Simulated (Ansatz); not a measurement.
**MoS2 in Ansatz: the effect of Hubbard term**

The system is MoS2, a slab with vacuum.

```
Mo S
1.0
     3.18402    0.00000    0.00000
    -1.59201    2.75744    0.00000
     0.00000    0.00000   28.38732
Mo S
3 6
Direct
  0.33333 0.66667 0.22816
  0.33333 0.66667 0.77184
  0.66667 0.33333 0.00000
  0.66667 0.33333 0.17349
  0.66667 0.33333 0.71719
  0.33333 0.66667 0.94533
  0.66667 0.33333 0.28281
  0.66667 0.33333 0.82651
  0.33333 0.66667 0.05467
```

Alike in all runs:

- Program: Ansatz 0.2.0
- Task: relaxation of cell and atoms
- Functional: PBEsol
- Potentials or basis: Ansatz PAW
- Cutoff: 420 eV (not typed: the program's choice for these potentials)
- k mesh: 10 × 10 × 1
- Occupations: fermi-dirac, width 0.05 eV
- Spin: no spin polarisation
- Hubbard projectors: ortho-atomic (the default)
- Double counting: fll (the default)

Each run relaxes the cell or the atoms first.

| Hubbard term | relaxed volume (Å³/atom) | gap on the mesh (eV) |
| --- | --- | --- |
| none | 26.59 | 1.24 |
| Mo d U = 1 eV | 26.58 | 1.25 |
| Mo d U = 2 eV | 26.57 | 1.27 |
| Mo d U = 3 eV | 26.57 | 1.29 |
| Mo d U = 4 eV | 26.57 | 1.32 |
| Mo d U = 5 eV | 26.57 | 1.28 |
| Mo d U = 6 eV | 26.59 | 1.21 |
| Mo d U = 8 eV | ? | ? |

Question: What does the run with Hubbard term Mo d U = 8 eV give?

Answer: Relaxed volume 27.47 Å³/atom; gap on the mesh 0.71 eV.

Worked out: A parabola through the other rows of the relaxed volume, of slope 0.0231 Å³/atom per eV there, extrapolates to 26.62 Å³/atom, against the run's 27.47. The fit is too stiff a form for this range. The gap on the mesh follows no smooth curve through the other rows.

Caveats: the plane-wave basis is chosen anew once the cell has moved, so the energies of steps on either side of that aren't comparable; the PAW data sets come from PBE, with cores solved anew for the run's functional, which leaves a small shift of forces and pressure; without dispersion, layers of such crystals drift apart on relaxing, which shifts levels and gaps; volumes and pressures include the vacuum.

A k mesh can miss the band edges.

A gap of «none» marks a metal or a gap under the smearing width.
